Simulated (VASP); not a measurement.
Input of a VASP 6.6.1 run:

File POSCAR:

```
AlH3
1.0
    2.2132094900      1.2777948300      3.9143360300
   -2.2132094900      1.2777948300      3.9143360300
    0.0000000000     -2.5555896600      3.9143360300
Al H
2 6
Direct
    0.0000000000      0.0000000000      0.0000000000
    0.5000000000      0.5000000000      0.5000000000
    0.8780000000      0.6220000000      0.2500000000
    0.2500000000      0.8780000000      0.6220000000
    0.6220000000      0.2500000000      0.8780000000
    0.1220000000      0.3780000000      0.7500000000
    0.7500000000      0.1220000000      0.3780000000
    0.3780000000      0.7500000000      0.1220000000
```

Contents of INCAR.step1:

```
ALGO = Normal
EDIFF = 1E-4
ENCUT = 520
GGA = PE
ISMEAR = -1
LASPH = T
LCHARG = F
LREAL = F
LWAVE = T
NBANDS = 16
NELM = 60
PREC = Accurate
SIGMA = 0.0113
```

Contents of INCAR.step2:

```
ALGO = Normal
EDIFF = 1E-6
ENCUT = 520
ISIF = 2
ISMEAR = -1
ISTART = 1
LASPH = T
LCHARG = T
LELF = T
LMIXTAU = T
LREAL = F
LVHAR = T
LWAVE = F
METAGGA = R2SCAN
NBANDS = 16
NELM = 60
PREC = Accurate
SIGMA = 0.0113
```

Contents of KPOINTS:

```
k-points
0
Gamma
  5 5 5
```

Potentials or basis: VASP PAW PBE potentials, release 64 (Al, H).

The run is started by

```sh
$ cat potpaw_PBE.64/Al/POTCAR potpaw_PBE.64/H/POTCAR > POTCAR
$ cp INCAR.step1 INCAR
$ mpirun -np 1 vasp_std > vasp.out
$ cp INCAR.step2 INCAR
$ mpirun -np 1 vasp_std > vasp.out
```

Problem. Predict the pressure.

Solution. -0.2 GPa.

Problem. Predict the band gap on the k mesh.

Solution. 3.09 eV, indirect (least direct gap 3.16 eV).

Forces on the atoms (eV/Å):
```
Al   0.000  0.000  0.000
Al   0.000  0.000  0.000
H   -0.002  0.000  0.000
H    0.001 -0.002  0.000
H    0.001  0.002  0.000
H    0.002  0.000  0.000
H   -0.001  0.002  0.000
H   -0.001 -0.002  0.000
```

Caveat: the PAW data sets were made with another functional, which shifts forces and pressure a little; an odd mesh through Γ misses points on the zone boundary, where band edges often lie.
